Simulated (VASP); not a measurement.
A run of VASP 6.6.1:

Contents of INCAR:

```
SYSTEM = KBr
PREC     = Accurate       ! precision mode
ENCUT    = 520            ! plane-wave cutoff, eV
EDIFF    = 1E-7           ! SCF threshold, eV
ISMEAR   = -1             ! smearing method
SIGMA    = 0.02           ! smearing width, eV
LREAL    = .FALSE.        ! projectors in reciprocal space
LASPH    = .TRUE.         ! aspherical terms in the spheres
NELM     = 100            ! most SCF steps
ALGO     = Fast           ! electronic algorithm
ISIF     = 2              ! what is computed and relaxed
LWAVE    = .FALSE.        ! write WAVECAR
LCHARG   = .FALSE.        ! write CHGCAR
GGA      = PE             ! functional
NBANDS   = 15             ! bands
```

The input KPOINTS:

```
Automatic mesh
0
G
  6 6 6
  0 0 0
```

Contents of POSCAR:

```
KBr
1.0
    0.0000000000      3.5086791066      3.9834417731
    3.5086791066      0.0000000000      3.9834417731
    3.5086791066      3.5086791066      0.0000000000
K Br
1 1
Direct
    0.0000000000      0.0000000000      0.0000000000
    0.2500000000      0.2500000000      0.2500000000
```

Potentials or basis: VASP PAW PBE potentials, release 64 (K_sv, Br).

The run is started by

```sh
$ cat potpaw_PBE.64/K_sv/POTCAR potpaw_PBE.64/Br/POTCAR > POTCAR
$ mpirun -np 1 vasp_std > vasp.out
```

Hardware: 1 thread of AMD EPYC 7R13 Processor (Zen 3), with other jobs on the host.

Question: How long does it take, and how much memory?

Answer: Run time: 60 s on 1 thread of AMD EPYC 7R13 Processor (Zen 3) (shared host), peak memory 0.22 GiB. Counts: scf iterations 19, k points 30.
